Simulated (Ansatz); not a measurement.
**Cd: a listed cell, distorted in several ways**

How do energy, forces, pressure and gap of Cd change under moves of single atoms? Each case is one self-consistent run.

Method: DFT PBE, scalar-relativistic, plane waves, PAW, in Ansatz 0.2.0.

1 further run of the same task is left out (set aside as unsound or not needed).

### 1 The structure to begin with

The structure is hexagonal, space group P6_3/mmc (No. 194). The conventional cell has a = 2.979 Å, b = 2.979 Å, c = 5.618 Å, α = 90.00°, β = 90.00°, γ = 120.00°. Cd (site symmetry -6m2) is surrounded by 12 Cd at 2.98 to 3.29 Å.

Coordinates:

```cif
data_structure
_symmetry_space_group_name_H-M 'P6_3/mmc'
_symmetry_Int_Tables_number 194
_cell_length_a 2.9789
_cell_length_b 2.9789
_cell_length_c 5.6177
_cell_angle_alpha 90.000
_cell_angle_beta 90.000
_cell_angle_gamma 120.000
_cell_volume 43.17
loop_
_atom_site_label
_atom_site_type_symbol
_atom_site_symmetry_multiplicity
_atom_site_Wyckoff_symbol
_atom_site_fract_x
_atom_site_fract_y
_atom_site_fract_z
_atom_site_occupancy
Cd1 Cd 2 c 0.33333 0.66667 0.25000 1
```

The structure comes from the Crystallography Open Database.

### 2 A single atom displaced

Against the listed cell: atom 1 (Cd) moved by 0.15 Å.

Input file input.yaml:

```yaml
crystal:
  lattice:
    - [2.9788725081, 0.0, 0.0]
    - [-1.489436254, 2.5797792666, 0.0]
    - [0.0, 0.0, 5.61765]
  atoms:
    - { symbol: Cd, position: [0.362405588, 0.7248111762, 0.25] }
    - { symbol: Cd, position: [0.6666666667, 0.3333333333, 0.75] }
basis:
  ecutwfc: 420
kpoints:
  mp_grid: { grid: [15, 15, 8] }
hamiltonian:
  xc: pbe
scf:
  occupations: { method: gaussian, width: 0.1 }
output:
  forces: true
  stress: true
  eigenvalues: true
```

Command:

```
ansatz run input.yaml --threads 1 --pin off --max-ram 1331MiB --backend cpu --events-out ev --progress --plain --runs-dir out
```

### 3 A single atom displaced

input.yaml, as its differences from that of step 2:

```diff
@@ -6,4 +6,4 @@
   atoms:
-    - { symbol: Cd, position: [0.362405588, 0.7248111762, 0.25] }
-    - { symbol: Cd, position: [0.6666666667, 0.3333333333, 0.75] }
+    - { symbol: Cd, position: [0.3333333333, 0.6666666667, 0.25] }
+    - { symbol: Cd, position: [0.6841100195, 0.368220039, 0.75] }
 basis:
@@ -20 +20,2 @@
   eigenvalues: true
+  populations: true
```

Before running it: what results should come out? Wanted: for each run, case; energy; pressure; largest force.

The runs gave:

```
step                     case  energy (meV/atom)  pressure (GPa)  largest force (eV/Å)  gap on the mesh (eV)
   2  a single atom displaced               +0.0             2.9                  0.05                  0.00
   3  a single atom displaced               -1.3             2.8                  0.02                  0.00
```

Energies are counted from step 2, with the smearing taken to zero. A gap of 0.00 means none on the mesh at this level.

The distorted cells of the listed formula and level show no gap on the mesh.
